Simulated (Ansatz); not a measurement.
**Moving the functional in As**

The cell as given:

```xyz
1
Lattice="2.7037 0.0000 0.0000 0.0000 2.7037 0.0000 0.0000 0.0000 2.7037" Properties=species:S:1:pos:R:3 pbc="T T T"
As    1.3518    1.3518    1.3518
```

This isn't the form of As at room conditions, which is rhombohedral.

Kept alike: task relaxation of cell and atoms; k mesh 10 × 10 × 10; occupations fermi-dirac, width 0.05 eV; no spin polarisation. Program: Ansatz, Ansatz PAW. Cutoffs run from 420 to 500 eV. The mesh is that of the run's cell of 1 atom. No spin-orbit coupling.

| run | volume (Å³/atom) |
| --- | --- |
| A | 19.726 |
| B | 21.960 |
| C | 19.418 |
| D | 19.058 |

The relaxations keep at least the cell's symmetry (Pm-3m). For a metal such a mesh leaves the last digits unconverged. Relaxations stop with a little pressure left, so the last digits of a volume or edge aren't settled. All rows use potentials made for PBE.

Task: The runs differ in the functional (and the cutoff that goes with it) alone: BLYP; LDA; PBEsol; r2SCAN. Which run is which?

Result: Run A is r2SCAN; run B is BLYP; run C is PBEsol; run D is LDA. The volume runs from 19.058 (LDA) to 21.960 Å³/atom (BLYP).
